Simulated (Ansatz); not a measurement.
# KI: the cost of one run

Computed with Ansatz 0.2.0 (DFT PBEsol, scalar-relativistic, unless a step's input says otherwise).

### Step 1. The system as given

Symmetry: Fm-3m, No. 225, cubic system. The conventional cell has a = 7.049 Å, b = 7.049 Å, c = 7.049 Å, α = 90.00°, β = 90.00°, γ = 90.00°. K (site symmetry m-3m) is surrounded by 6 I at 3.52 Å. I (site symmetry m-3m) has 6 K at 3.52 Å as nearest neighbours.

Coordinates:

```xyz
2
Lattice="0.0000 3.5246 3.5246 3.5246 0.0000 3.5246 3.5246 3.5246 0.0000" Properties=species:S:1:pos:R:3 pbc="T T T"
K     0.0000    0.0000    0.0000
I     3.5246    3.5246    3.5246
```

Atoms are numbered in the order of the input: K1, I2.

### Step 2. After the deformation

Space group Fm-3m before, I4/mmm after.

### Step 3. LAPW, all electrons

The input, input.yaml:

```yaml
crystal:
  lattice:
    - [0.0, 3.52455, 3.454059]
    - [3.52455, 0.0, 3.454059]
    - [3.52455, 3.52455, 0.0]
  atoms:
    - { symbol: K, position: [0.0, 0.0, 0.0] }
    - { symbol: I, position: [0.5, 0.5, 0.5] }
kpoints:
  mp_grid: { grid: [8, 8, 8] }
  band_path:
    path:
      - [0.0, 0.0, 0.0]
      - [0.0, 0.5, 0.5]
      - [0.25, 0.75, 0.5]
      - [0.0, 0.5, 0.0]
      - [0.0, 0.0, 0.0]
      - [0.5, 0.5, 0.0]
      - [0.3801541025, 0.6198458975, 0.0]
      - [-0.3801541025, 0.3801541025, 0.0]
      - [0.0, 0.0, 0.0]
    npoints: 5
scf:
  occupations: { method: fermi_dirac, width: 0.01 }
hamiltonian:
  xc: pbesol
  pseudopotentials: { kind: all_electron, lapw: { basis_error: 0.001 } }
output:
  forces: true
  stress: true
  eigenvalues: true
```

Started as:

```
$ ansatz run input.yaml --threads 1 --pin off --max-ram 3072MiB --backend cpu --events-out ev --progress --plain --runs-dir out
```

What time and memory should one allow on 1 thread of Intel Xeon Platinum 8375C at 2.90GHz (Ice Lake), shared host?

About 10 s, with a peak of 0.34 GiB.
